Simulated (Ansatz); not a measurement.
Crystal: VO2.

```
V O
1.0
     4.50720    0.00000    0.00000
     0.00000    4.50720    0.00000
     0.00000    0.00000    3.04445
V O
2 4
Direct
  0.50000 0.50000 0.50000
  0.00000 0.00000 0.00000
  0.20036 0.79964 0.50000
  0.79964 0.20036 0.50000
  0.70036 0.70036 0.00000
  0.29964 0.29964 0.00000
```

The cell is a database's computed one.

Base run:

- Program: Ansatz 0.2.0
- Functional: RPBE
- Potentials or basis: Ansatz PAW
- Cutoff: 420 eV (not typed: the program's choice for these potentials)
- k mesh: 6 × 6 × 9
- Occupations: fermi-dirac, width 0.05 eV
- Spin: collinear spin, ferromagnetic start
- Starting moments: [2.0, 2.0, 0.0, 0.0, 0.0, 0.0] μB

Its results: band gap on the k mesh none (metal or under the smearing width); pressure -3.6 GPa; net moment 2.00 μB per cell; site moments V +0.87; O -0.07 μB; largest force 0.221 eV/Å.

The run is repeated on the same cell with these changes: functional from RPBE to r2SCAN; cutoff from 420 eV (not typed: the program's choice for these potentials) to 500 eV (not typed: the program's choice for these potentials). What comes out?

Band gap on the k mesh none (metal or under the smearing width); pressure -12.3 GPa; net moment 2.00 μB per cell; site moments V +0.88; O -0.06 μB; largest force 0.097 eV/Å.

Caveats: semilocal functionals often make such compounds metallic where correlation or magnetic order opens a gap, which also shifts bond lengths; the PAW data sets come from PBE, with cores solved anew for the run's functional, which leaves a small shift of forces and pressure; the magnetic or orbital state may not be the lowest (some runs).
